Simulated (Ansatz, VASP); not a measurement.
**Sb: VASP beside Ansatz**

Wanted: the spread between two codes on one cell, functional and k mesh. The cell is taken from a series of runs on this material, whose earlier steps may have relaxed, scaled, displaced or heated it; both programs get it as it stands.

Program: Ansatz 0.2.0. Level of theory: plane waves, with VASP 6.6.1 beside it; G0W0 gap at PBE. Results are calculated unless marked as measured.

## Step 1: Starting point

The cell holds 2 atoms: 2 Sb. Its edges and angles: a = 4.087 Å, b = 4.087 Å, c = 26.500 Å, α = 90.0°, β = 90.0°, γ = 120.0°. Vacuum lies along c.

## Step 2: Ansatz: G0W0 gap, PBE

Ansatz runs on its PAW soft_1 files.

Quasiparticle shifts depend on high empty states and on the cores, so they are the hardest test of two PAW sets.

The input, input.yaml:

```yaml
crystal:
  lattice:
    - [4.0871026385, 0.0, 0.0]
    - [-2.0435513193, 3.5395347128, 0.0]
    - [0.0, 0.0, 26.5]
  atoms:
    - { symbol: Sb, position: [0.3333333333, 0.6666666667, 0.4689640862] }
    - { symbol: Sb, position: [0.6666666667, 0.3333333333, 0.5310359138] }
  periodic: [true, true, false]
kpoints:
  mp_grid: { grid: [6, 6, 1] }
hamiltonian:
  xc: pbe
  pseudopotentials: { kind: paw, azcp: { folder: soft_1 } }
scf:
  occupations: { method: fixed }
gw:
  n_empty_bands: 412
  ecut_chi: 60.0
  qp_bands: [v2, c2]
  qp_kpoints: band_edges
  screening: { model: contour_deformation }
```

The run is started by

```bash
$ ansatz run input.yaml --threads 4 --pin off --max-ram 17510MiB --backend cpu --events-out ev --progress --plain --runs-dir out
```

Numbers of over 12 decimals in the logs are rounded to 6 here.

The program printed:

```text
Engine: ansatz 0.2.0, aarch64-unknown-linux-gnu
Pseudopotentials: kind: paw
Pseudopotential: Sb, paw, valence charge 15, recommended cutoff 420 eV (normal), soft_1/Sb.paw.azcp
Functional definition: PBE
  parameter kappa = 0.804
  parameter beta = 0.066725
  exchange = pbe_x(kappa = kappa, mu = beta*pi^2/3)
  correlation = pbe_c(beta = beta)
Crystal: 2 atoms, lattice volume = 383.361 Å³
Basis set: ecut = 420 eV, 7421 PW (Γ)
Bands: 19, of which v1, the nominal top of the filled ones, is band 15 counted from 1 (14 counted from 0)
Symmetry: 12 space group operations
Space group: P-3m1 (ITA 164), of the structure as read, at distance tolerance 7.3e-5 Å
k-points: 7 of 36
Non-local potential: Sb, projectors of the file, l = 0: 2, l = 1: 2, l = 2: 2, l = 3: 1
PAW form: soft (Blöchl's): semilocal exchange-correlation on the pseudo side does not see the compensation charge
PAW one-centre angular grid: Sb, 590 points (default); XC on 64 Gauss nodes
Initial density: superposition of atomic densities (neutral atoms: chi_scale 0, normalization atom)
Initial wavefunctions: pseudopotential atomic-orbital guess
Functional: x = pbe(κ = 0.804, μ = 0.219515), c = pbe(β = 0.066725)
iter 1 solved again at ethr=8.10e-4 eV; its pass at ethr=3.10e-3 eV (dr2=2.43e-1 eV) is discarded
SCF iter   1: F=—  HF=-12969.002999 eV  |F-HF|=—  |Δ(HF+E_count)|=         —  Δρ=7.81e-3  dr2=2.48e-1  ethr=8.10e-4  ⟨swp⟩=2.1  Hψ=939  notcnv=0  defer=12
preconditioner: auto → Resta (q_TF=auto, 1.784 Å⁻¹)  ε∞=1.6  [insulator: Δε(μ)=1.320 eV  Ē_g=8.033 eV  n_scr=20 (ndim 8)  ℏωp=6.0 eV  f_vac=0.763  ε∞_Penn≈1.6  vacuum switching on, ρ_ref=4.7e-3 e/Å³]
SCF iter   2: F=—  HF=-12968.974041 eV  |F-HF|=—  |Δ(HF+E_count)|=   2.90e-2  Δρ=4.11e-3  dr2=5.97e-2  ethr=8.10e-4  ⟨swp⟩=2.4  Hψ=165  notcnv=0  defer=12
SCF iter   3: F=—  HF=-12968.971224 eV  |F-HF|=—  |Δ(HF+E_count)|=   2.82e-3  Δρ=5.56e-4  dr2=5.20e-4  ethr=1.99e-4  ⟨swp⟩=4.0  Hψ=272  notcnv=0  defer=12
SCF iter   4: F=—  HF=-12968.971270 eV  |F-HF|=—  |Δ(HF+E_count)|=   4.55e-5  Δρ=1.06e-4  dr2=5.25e-5  ethr=1.73e-6  ⟨swp⟩=3.0  Hψ=282  notcnv=0  defer=12
SCF iter   5: F=—  HF=-12968.971284 eV  |F-HF|=—  |Δ(HF+E_count)|=   1.42e-5  Δρ=1.82e-5  dr2=4.51e-6  ethr=1.75e-7  ⟨swp⟩=3.0  Hψ=278  notcnv=0  defer=12
SCF iter   6: F=—  HF=-12968.971284 eV  |F-HF|=—  |Δ(HF+E_count)|=   3.24e-7  Δρ=7.41e-6  dr2=3.46e-7  ethr=1.50e-8  ⟨swp⟩=3.7  Hψ=304  notcnv=0  defer=12
SCF iter   7: F=-12968.971284 eV  HF=-12968.971284 eV  |F-HF|=1.51e-8  |Δ(HF+E_count)|=   1.72e-8  Δρ=2.23e-6  dr2=2.68e-8  ethr=3.33e-10  ⟨swp⟩=16.6  Hψ=831  notcnv=0
SCF 1 converged in 7 iterations: F = -12968.971284 eV  dr2 = 2.68e-8
  greatest PAW one-centre occupation: 0.995 electrons in one spin orbital (limit 2), on the Sb atom at site 1 (counted from 0), in its partial waves of l = 2
NSCF: frozen V_eff on 7 k-points
G₀W₀ screening: q 1/7
[... further progress lines ...]
SCF converged after 7 iterations
Free energy (F): -12968.971284 eV
Harris-Foulkes:  -12968.971284 eV  (|F-HF|=1.51e-8)
Internal energy: -12968.971284 eV  (E = F + TS)
E sigma→0 (E₀):  -12968.971284 eV
Fermi energy:    -4.733876 eV
--- Per-component energies (eV) ---
  E_band       = -757.143174
  E_kinetic    = 324.209509
  E_local      = -34362.275863  (includes V_loc(G=0)·N_el)
  E_nonlocal   = 779.463686
  E_hartree    = 16697.718806
  E_xc         = -196.527038
  E_vxc        = -179.804599  (∫ρ·V_xc dr)
  E_paw        = -9087.279644  (= ΣΔE_a)
  E_vpaw       = -714.191232  (= ΣTr[D̂ρ^β])
  E_aug_tail   = 0.000276  (compensation charges beyond the density's cutoff)
  E_ewald      = 12875.718984
  E_smearing   = -0.000000  (= −TS)
  E_closure    = 0.000000  (closes the sum)
  Σ components = -12968.971284   (vs F -12968.971284, Δ=0.00e0)
--- Band table (eV; the first three rows and the last of 7) ---
  k-point 0: bands = [... 11 lower, -11.1523, -5.4669, -4.7339, -4.7339, -3.0973, -1.9482, -1.9482, -0.5318]
  k-point 1: bands = [... 11 lower, -11.1567, -6.5684, -5.3621, -5.2956, -2.9747, -1.4659 (-1.4659°), -1.4270, -0.1764]
  k-point 2: bands = [... 11 lower, -11.6843, -7.8496, -6.0383, -5.6618, -3.5106, -1.7071, -1.1900, 0.5618]
  k-point 6: bands = [... 11 lower, -13.2698, -8.3442, -6.6275, -6.6275, -3.3373, -1.2029, -1.2029, 1.8338]
  ° read free of the cell's end (the report's vacuum.weakly_bound_levels)
--- G₀W₀: contour deformation, 6 samples at zero and on the imaginary axis and 2 off it, 36 q-points, 412 empty bands' worth ---
  eigenvalues of the whole cell's RPA ε∞ on this k-mesh (on a slab, of 1 + 4πα/V) = 1.1609, 4.3916, 4.3916; static W/v taken at q = 0 is 0.452179
  bands read: the sum over 427 bands ends inside a degenerate multiplet in 1 slot, whose members it reads at an even weight; the widest, k=0: bands 427 to 428 (counted from 1) at 1/2 each
  gw.qp_kpoints: band_edges: 6 of 7 stored k-points solved, in 1 pass; an edge of the gap read off the rows below is read off those points alone
    valence top: of the k-points left out ik 5 came nearest to being solved in a further pass, in band 15 (counted from 1, as in the quasiparticle table): it holds the edge there only if its correction is more favourable than any solved in that band by at least 1.266 eV; those differ by 0.146 eV
    conduction bottom: of the k-points left out ik 5 came nearest to being solved in a further pass, in band 16 (counted from 1, as in the quasiparticle table): it holds the edge there only if its correction is more favourable than any solved in that band by at least 0.759 eV; those differ by 0.197 eV
    ik  band        ε_KS         Σx   Σc(E_QP)       V_xc       Z   E_QP_lin       E_QP  E_QP is
     0    14     -4.7339   -14.7659     0.6247   -13.7712  0.7221    -5.1087    -5.1039  root
     0    15     -4.7339   -14.7659     0.6247   -13.7712  0.7221    -5.1087    -5.1039  root
     0    16     -3.0973    -8.8438    -3.2119   -12.5571  0.7378    -2.5859    -2.5960  root
     0    17     -1.9482    -8.9754    -3.5161   -12.9832  0.6970    -1.4459    -1.4565  root
     1    14     -5.3621   -12.8835     1.1101   -11.2206  0.7055    -5.9294    -5.9150  root
     1    15     -5.2956   -14.5807     0.8262   -13.3491  0.7162    -5.7075    -5.7010  root
     1    16     -2.9747    -8.2985    -3.1187   -11.8365  0.7245    -2.5482    -2.5555  root
     1    17     -1.4659    -9.0326    -3.7243   -13.2547  0.6834    -0.9551    -0.9680  root
     2    14     -6.0383   -14.6037     1.1891   -12.9631  0.7053    -6.4999    -6.4898  root
     2    15     -5.6618   -13.8254     1.1202   -12.2142  0.7011    -6.1642    -6.1528  root
     2    16     -3.5106    -7.5125    -2.8369   -10.6626  0.7315    -3.1938    -3.1974  root
     2    17     -1.7071    -6.7746    -3.5447   -10.6606  0.7056    -1.3598    -1.3658  root
     3    14     -6.3235   -14.6393     1.3329   -12.8389  0.7000    -6.8007    -6.7910  root
     3    15     -6.3086   -13.6161     1.3850   -11.7152  0.6864    -6.8398    -6.8244  root
     3    16     -3.1241    -7.7826    -3.1180   -11.2521  0.7285    -2.7677    -2.7726  root
     3    17     -2.3853    -6.8173    -3.1192   -10.2447  0.7143    -2.0735    -2.0772  root
     4    14     -6.6319   -14.1152     1.3214   -12.3320  0.6941    -7.1058    -7.0936  root
     4    15     -5.3561   -13.6174     1.0672   -12.0439  0.7061    -5.8739    -5.8624  root
     4    16     -2.6021    -7.6041    -3.0642   -11.0278  0.7204    -2.2371    -2.2427  root
     4    17     -2.0285    -8.2352    -3.4668   -12.1504  0.7021    -1.5693    -1.5801  root
     6    14     -6.6275   -14.2070     1.5989   -12.1106  0.6797    -7.1418    -7.1251  root
     6    15     -6.6275   -14.2070     1.5989   -12.1106  0.6797    -7.1418    -7.1251  root
     6    16     -3.3373    -6.9293    -2.9386   -10.1725  0.7247    -3.0291    -3.0327  root
     6    17     -1.2029    -7.0761    -3.6643   -11.1191  0.6826    -0.8200    -0.8242  root
```

[end of part 1 of 2]

[Lines on the potential files, build, host, timing and source positions are cut from VASP's logs without a mark.]

[Logs are printed without paths, hosts, clocks, repeated set-up lines and the standing remarks that a program may print on its own settings, such as how far it seeks lower states.]

[Hosts, paths, dates, database ids (printed as entryN), source tags and the programs' standing remarks are cut or masked in the printed files.]
